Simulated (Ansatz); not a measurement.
## A strain series on MgS (wurtzite): xy shear, engineering strain (angle)

MgS in the wurtzite structure, relaxed with r2SCAN in the PAW code Ansatz, then strained (xy shear, engineering strain (angle); angles, axes as in the cell below) with the atoms relaxed again within the symmetry that is left. Space group P6_3mc (No. 186), hexagonal; a = 4.029 Å, c = 6.454 Å in the conventional setting, 22.68 Å³ an atom. Mg has 4 S at 2.45–2.46 Å; S has 4 Mg at 2.45–2.46 Å. (Calculated; spin-unpolarised; the phase may be known or hypothetical.)

```yaml
crystal:
  lattice:
    - [4.02863, 0.00000, 0.00000]
    - [-2.01431, 3.48889, 0.00000]
    - [0.00000, 0.00000, 6.45439]
  atoms:
    - { symbol: Mg, position: [0.33333, 0.66667, 0.99713] }
    - { symbol: Mg, position: [0.66667, 0.33333, 0.49713] }
    - { symbol: S, position: [0.33333, 0.66667, 0.37787] }
    - { symbol: S, position: [0.66667, 0.33333, 0.87787] }
```

Gaps are the least over each mesh (PBE 12×12×4, r2SCAN 12×12×4, HSE06 6×6×4 when unstrained) and the special points, which keep their unstrained names; stress is the change from the unstrained cell, compression positive.

```
strain (%)  gap, PBE (eV)  gap, r2SCAN (eV)  gap, HSE06 (eV)  edges, HSE06  xy stress, r2SCAN (GPa)  energy rise, r2SCAN (meV/atom)
      -1.5          3.472             4.147            4.532             Γ                    +0.31                             0.3
      -1.0          3.473             4.147            4.532             Γ                    +0.20                             0.1
       0.0          3.473             4.148            4.533             Γ                     0.00                             0.0
```

Problem. Estimate the row for a strain of +3.0 %.

Solution.
```
strain (%)  gap, PBE (eV)  gap, r2SCAN (eV)  gap, HSE06 (eV)  edges, HSE06  xy stress, r2SCAN (GPa)  energy rise, r2SCAN (meV/atom)
      +3.0          3.469             4.144            4.528             Γ                    -0.61                             1.3
```

The meshes of the hybrids are coarse, so their gaps aren't converged to the digits shown.
